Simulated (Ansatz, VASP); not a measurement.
EuS: VASP beside Ansatz

INCAR

```
  ALGO = Normal
  EDIFF = 1E-7
  ENCUT = 520
  GGA = PE
  ISIF = 2
  ISMEAR = -1
  ISPIN = 2
  LASPH = T
  LCHARG = T
  LDAU = T
  LDAUJ = 0 0
  LDAUL = 3 -1
  LDAUPRINT = 1
  LDAUTYPE = 2
  LDAUU = 5.4 0
  LELF = T
  LMAXMIX = 6
  LORBIT = 11
  LREAL = F
  LVHAR = T
  LWAVE = F
  MAGMOM = 7 0
  NBANDS = 22
  NELM = 150
  PREC = Accurate
  SIGMA = 0.03
```

File KPOINTS:

```
k-points
0
Gamma
  7 7 7
```

Contents of POSCAR:

```
EuS
1.0
    0.0000000000      2.9785000000      2.9785000000
    2.9785000000      0.0000000000      2.9785000000
    2.9785000000      2.9785000000      0.0000000000
Eu S
1 1
Direct
    0.0000000000      0.0000000000      0.0000000000
    0.5000000000      0.5000000000      0.5000000000
```

Input for Ansatz:

```yaml
crystal:
  lattice:
    - [0.0, 2.9785, 2.9785]
    - [2.9785, 0.0, 2.9785]
    - [2.9785, 2.9785, 0.0]
  atoms:
    - { symbol: Eu, position: [0.0, 0.0, 0.0], spin: 7.0 }
    - { symbol: S, position: [0.5, 0.5, 0.5] }
magnetization:
  spin_polarized: true
hamiltonian:
  xc: pbe
  pseudopotentials: { kind: paw }
  hubbard: { sites: [{ species: Eu, l: f, u_eff: 5.4 }] }
basis:
  ecutwfc: 420
kpoints:
  mp_grid: { grid: [7, 7, 7] }
scf:
  occupations: { method: fermi_dirac, width: 0.03 }
  lower_state_search: "off"
output:
  forces: true
  stress: true
```

Alike in both runs: task single point; functional PBE; k mesh 7 × 7 × 7; occupations fermi-dirac, width 0.03 eV; collinear spin; Hubbard terms Eu f U = 5.4 eV.

|  | VASP | Ansatz |
| --- | --- | --- |
| version | VASP 6.6.1 | Ansatz 0.2.0 |
| potentials or method | VASP PAW PBE potentials, release 64 (Eu, S) | PAW, plane waves, scalar-relativistic |
| plane-wave cutoff (eV) | 520 | 420 |
| valence electrons in the cell | 23 | 23 |

```csv
,VASP,Ansatz,Ansatz less VASP
pressure (GPa),0.8,0.6,-0.16
net moment per atom (μB),3.50,3.50,0.000
size of the moment on the site where the two differ most (μB),6.71,6.86,+0.147
```

Site moments also hang on the region over which each program counts them. The programs project onto different local orbitals, so the same U acts differently.

Caveats: a cell with one magnetic atom can't hold antiferromagnetic order, which such compounds often take. A k mesh can miss the band edges. The state reached can hang on the start; a lower one may exist.
